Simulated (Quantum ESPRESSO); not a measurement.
Input of a Quantum ESPRESSO 7.5 run:

Contents of run.py:

```python
import numpy as np
from ase.calculators.espresso import Espresso, EspressoProfile
from ase.io import read

atoms = read('POSCAR')

input_data = {
    'control': {'calculation': 'scf', 'prefix': 'pwscf', 'outdir': './tmp', 'tprnfor': True, 'tstress': True, 'disk_io': 'nowf'},
    'system': {'ecutwfc': 56.0, 'nbnd': 16, 'input_dft': 'pbe', 'occupations': 'smearing', 'smearing': 'mp', 'degauss': 0.00999582},
    'electrons': {'conv_thr': 4e-10, 'electron_maxstep': 120, 'mixing_beta': 0.5, 'mixing_ndim': 2},
}
pseudopotentials = {'Pb': 'Pb.upf', 'S': 'S.upf'}
profile = EspressoProfile(command='pw.x', pseudo_dir='pseudo')
dft = Espresso(profile=profile, input_data=input_data, pseudopotentials=pseudopotentials, kpts=(8, 8, 8), koffset=(0, 0, 0))
atoms.calc = dft

print(f'energy {atoms.get_potential_energy():.8f} eV')
print('forces (eV/A)')
print(np.round(atoms.get_forces(), 6))
print('stress (eV/A^3, Voigt)')
print(np.round(atoms.get_stress(), 8))
print(f'Fermi level {dft.get_fermi_level():.4f} eV')
```

POSCAR

```
PbS
1.0
    0.0000000000      2.9657500000      2.9657500000
    2.9657500000      0.0000000000      2.9657500000
    2.9657500000      2.9657500000      0.0000000000
Pb S
1 1
Direct
    0.0000000000      0.0000000000      0.0000000000
    0.5000000000      0.5000000000      0.5000000000
```

Potentials or basis: PseudoDojo 0.4.1 SR PBEsol standard.

Command:

```sh
$ OMP_NUM_THREADS=1 python run.py
```

What does it give for the pressure?

2.2 GPa.

What does it give for the band gap on the k mesh?

0.38 eV, direct.

Caveat: the potentials were made for another functional, which shifts forces and pressure; this smearing can shift energies of a crystal with a gap; spin-orbit coupling is left out, which as a rule narrows the gap of such compounds by several tenths of an eV. A k mesh can miss the band edges.
